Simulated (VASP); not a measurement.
# SnTe in VASP 6.6.1, single-point calculation

INCAR

```
NBANDS = 17
NELM = 91
SIGMA = 0.02
IBRION = -1
EDIFF = 1E-6
ISIF = 2
LCHARG = .FALSE.
LWAVE = .FALSE.
PREC = Accurate
NSW = 0
NELMIN = 8
LASPH = .TRUE.
GGA = PE
LREAL = .FALSE.
ISMEAR = -1
ENCUT = 520
ISYM = 1
```

KPOINTS

```
KPOINTS created by Atomic Simulation Environment
0
Gamma
8 8 8
0 0 0
```

POSCAR

```
Sn Te
 1.0000000000000000
     0.0000000000000000    3.0936504350999998    3.2004528642999999
     3.0936504350999998    0.0000000000000000    3.2004528642999999
     3.0936504350999998    3.0936504350999998    0.0000000000000000
 Sn  Te
   1   1
Cartesian
  0.0000000000000000  0.0000000000000000  0.0000000000000000
  3.0936504350999998  3.0936504350999998  3.2004528642999994
```

The recommended PBE PAW datasets give the neutral cell 20 valence electrons.

Command

```
mpirun -np 1 vasp_std
```

OSZICAR

```
N       E                     dE             d eps       ncg     rms          rms(c)
DAV:   1     0.126062705022E+03    0.12606E+03   -0.94923E+03  2022   0.136E+03
DAV:   2     0.374596038314E+01   -0.12232E+03   -0.11908E+03  2143   0.331E+02
DAV:   3    -0.721427204967E+01   -0.10960E+02   -0.10875E+02  2559   0.884E+01
DAV:   4    -0.753071370236E+01   -0.31644E+00   -0.31622E+00  2395   0.156E+01
DAV:   5    -0.754359626272E+01   -0.12883E-01   -0.12882E-01  2933   0.304E+00    0.508E+00
DAV:   6    -0.749661814300E+01    0.46978E-01   -0.10618E-01  2744   0.223E+00    0.316E+00
DAV:   7    -0.749781631054E+01   -0.11982E-02   -0.50086E-02  2498   0.113E+00    0.723E-01
DAV:   8    -0.749774917945E+01    0.67131E-04   -0.73772E-03  2572   0.687E-01    0.185E-01
DAV:   9    -0.749787789320E+01   -0.12871E-03   -0.57600E-04  2735   0.244E-01    0.400E-02
DAV:  10    -0.749786691338E+01    0.10980E-04   -0.10098E-04  2700   0.917E-02    0.154E-02
DAV:  11    -0.749787129069E+01   -0.43773E-05   -0.33925E-05  2521   0.498E-02    0.213E-02
DAV:  12    -0.749787103443E+01    0.25627E-06   -0.30480E-06  2484   0.163E-02
   1 F= -.74978710E+01 E0= -.74978657E+01  d E =-.106348E-04
```

From OUTCAR

```
k-points           NKPTS =     59   k-points in BZ     NKDIM =     59   number of bands    NBANDS=     17

   NELECT =      20.0000    total number of electrons

   dimension x,y,z NGX =    36 NGY =   36 NGZ =   36
   dimension x,y,z NGXF=    72 NGYF=   72 NGZF=   72

  energy-cutoff  :      520.00
  volume of cell :       61.26
      direct lattice vectors                 reciprocal lattice vectors
     0.000000000  3.093650435  3.200452864    -0.161621363  0.161621363  0.156227891
     3.093650435  0.000000000  3.200452864     0.161621363 -0.161621363  0.156227891
     3.093650435  3.093650435  0.000000000     0.161621363  0.161621363 -0.156227891

 k-points in reciprocal lattice and weights: KPOINTS created by Atomic Simulation Env
   0.00000000  0.00000000  0.00000000       0.002
   0.12500000 -0.00000000  0.00000000       0.016
   0.25000000 -0.00000000  0.00000000       0.016
   0.37500000  0.00000000  0.00000000       0.016
   0.50000000 -0.00000000  0.00000000       0.008
   0.12500000  0.12500000  0.00000000       0.004
   0.25000000  0.12500000  0.00000000       0.016
   0.37500000  0.12500000  0.00000000       0.016
   ...

 E-fermi :   7.2865

 k-point     1 :       0.0000    0.0000    0.0000
  band No.  band energies     occupation
      1     -14.6988      2.00000
      2     -14.6885      2.00000
      3     -14.6885      2.00000
      4     -14.6881      2.00000
      5     -14.6805      2.00000
      6      -5.7452      2.00000
      7       2.6406      2.00000
      8       4.8974      2.00000
      9       4.8974      2.00000
     10       5.2632      2.00000
     11      10.0786      0.00000
     12      10.9032      0.00000
     13      10.9032      0.00000
     14      11.7763      0.00000
     15      12.0226      0.00000
     16      12.0226      0.00000
     17      13.7203      0.00000

 k-point     2 :       0.1250   -0.0000    0.0000
  band No.  band energies     occupation
      1     -14.6992      2.00000
      2     -14.6892      2.00000
      3     -14.6882      2.00000
      4     -14.6874      2.00000
      5     -14.6795      2.00000
      6      -5.6093      2.00000
      7       1.8592      2.00000
      8       4.9403      2.00000
      9       5.1241      2.00000
     10       5.5967      2.00000
     11       9.4562      0.00000
     12      10.1525      0.00000
     13      10.1987      0.00000
     14      11.8773      0.00000
     15      12.2161      0.00000
     16      12.3325      0.00000
     17      14.6438      0.00000

 k-point     3 :       0.2500   -0.0000    0.0000
  band No.  band energies     occupation
      1     -14.7005      2.00000
      2     -14.6920      2.00000
      3     -14.6873      2.00000
      4     -14.6848      2.00000
      5     -14.6771      2.00000
      6      -5.2256      2.00000
      7       0.5058      2.00000
      8       5.0759      2.00000
      9       5.1807      2.00000
     10       6.3012      2.00000
     11       8.4463      0.00000
     12       8.9595      0.00000
     13       9.0766      0.00000
     14      12.3366      0.00000
     15      13.1518      0.00000
     16      13.1917      0.00000
     17      16.5604      0.00000

 ...

  Total        1.9255996      1.9255996      0.1823888      0.0000000      0.0000000      0.0000000
  in kB       50.3608055     50.3608055      4.7700722      0.0000000      0.0000000      0.0000000
  external PRESSURE =      35.1638944 kB  Pullay stress =       0.0000000 kB

 POSITION                                       TOTAL-FORCE (eV/Angst)
 -----------------------------------------------------------------------------------
      0.00000      0.00000      0.00000         0.000000      0.000000      0.000000
      3.09365      3.09365      3.20045        -0.000000     -0.000000     -0.000000
 -----------------------------------------------------------------------------------
    total drift:                               -0.000000      0.000000      0.000000

  FREE ENERGIE OF THE ION-ELECTRON SYSTEM (eV)
  ---------------------------------------------------
  free  energy   TOTEN  =        -7.4978710344 eV

  energy  without entropy=       -7.4978603996  energy(sigma->0) =       -7.49786572
```

It converged. Results: gap between bands v and c on the k mesh 0.24 eV; least direct gap on the k mesh 0.24 eV; pressure 3.5 GPa. Band v is the last that the valence electrons fill when counted band by band, and c is the next.

For comparison, a separate PBE run of the intended cell, on usual settings and not on those above, gives a gap of 0.24 eV on its mesh and a pressure of 3.5 GPa.

The run above took about 49 s on one core of a shared host (Intel Xeon Platinum 8488C) and held 0.22 GiB at most.
